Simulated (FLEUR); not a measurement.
# CaO: single point with PBE

Crystal: CaO.

```
CELL_PARAMETERS angstrom
0.00000 2.40356 2.40356
2.40356 0.00000 2.40356
2.40356 2.40356 0.00000
ATOMIC_POSITIONS crystal
Ca 0.01087 0.99606 0.99431
O 0.51454 0.50652 0.48857
```

The cell is a database's computed one.

The cell isn't the ideal one: atoms moved at random, drawn with an rms of 0.05 Å.

| Quantity | Value |
| --- | --- |
| Program | FLEUR MaX-R8.1 (later development tree) |
| Task | single point |
| Functional | PBE |
| Potentials or basis | all-electron |
| Basis | FLAPW |
| Kmax | 3.95 1/bohr |
| k mesh | 10 × 10 × 10 |
| Occupations | fermi-dirac, width 0.05 eV |
| Spin | no spin polarisation |
| Gmax | 12.3 1/bohr |
| Muffin-tin radii | Ca 2.31, O 1.77 bohr |
| lmax | Ca 9, O 8 |
| Local orbitals a species | Ca 5, O 3 |
| Max iterations | 60 |
| Mixing factor | 0.05 |
| Mixer | Anderson |
| Mixer history | 15 |
| Density convergence | 1e-05 me/bohr^3 |

* Largest force: 0.107 eV/Å
* Band gap on the k mesh: 3.65 eV, indirect (least direct gap 4.02 eV)
* Valence electrons inside the program's atomic spheres: Ca 8.16; O 5.61 (radii Ca 2.31, O 1.77 bohr)

Forces on the atoms (eV/Å):
```
Ca   0.033 -0.015  0.099
O   -0.032  0.015 -0.100
```

Levels at points of the mesh, in eV from the valence-band top:
| k point | band 4 | band 5 | band 6 | band 7 | band 8 | band 9 | band 10 | band 11 | band 12 | band 13 |
| --- | --- | --- | --- | --- | --- | --- | --- | --- | --- | --- |
| (0.00, 0.00, 0.00) | -18.40 | -15.52 | 0.00 | 0.00 | 0.00 | 4.72 | 6.24 | 6.24 | 6.24 | 7.74 |
| (0.00, 0.00, 0.50) | -18.46 | -14.34 | -2.62 | -1.18 | -1.18 | 7.06 | 8.32 | 8.36 | 8.53 | 10.42 |
| (0.00, 0.50, 0.00) | -18.46 | -14.34 | -2.62 | -1.19 | -1.19 | 7.06 | 8.34 | 8.36 | 8.52 | 10.42 |
| (0.00, 0.50, 0.50) | -18.63 | -15.28 | -1.30 | -0.38 | -0.37 | 3.66 | 8.05 | 8.90 | 9.54 | 9.54 |
| (0.50, 0.00, 0.00) | -18.46 | -14.34 | -2.62 | -1.18 | -1.18 | 7.06 | 8.32 | 8.36 | 8.53 | 10.42 |
| (0.50, 0.00, 0.50) | -18.63 | -15.28 | -1.30 | -0.38 | -0.37 | 3.66 | 8.05 | 8.90 | 9.54 | 9.54 |
| (0.50, 0.50, 0.00) | -18.63 | -15.28 | -1.30 | -0.37 | -0.37 | 3.65 | 8.05 | 8.90 | 9.54 | 9.54 |
| (0.50, 0.50, 0.50) | -18.46 | -14.34 | -2.62 | -1.19 | -1.18 | 7.06 | 8.33 | 8.36 | 8.52 | 10.42 |

Core levels (eV from the Fermi level):
```csv
atom,levels
1 Ca,"1s1/2 -3939.1, 2s1/2 -404.4, 2p1/2 -327.2, 2p3/2 -323.5"
2 O,1s1/2 -503.1
```

It took 17 min on 1 thread of Arm Neoverse V1 (shared host), peak memory 0.17 GiB.

A k mesh can miss the band edges.
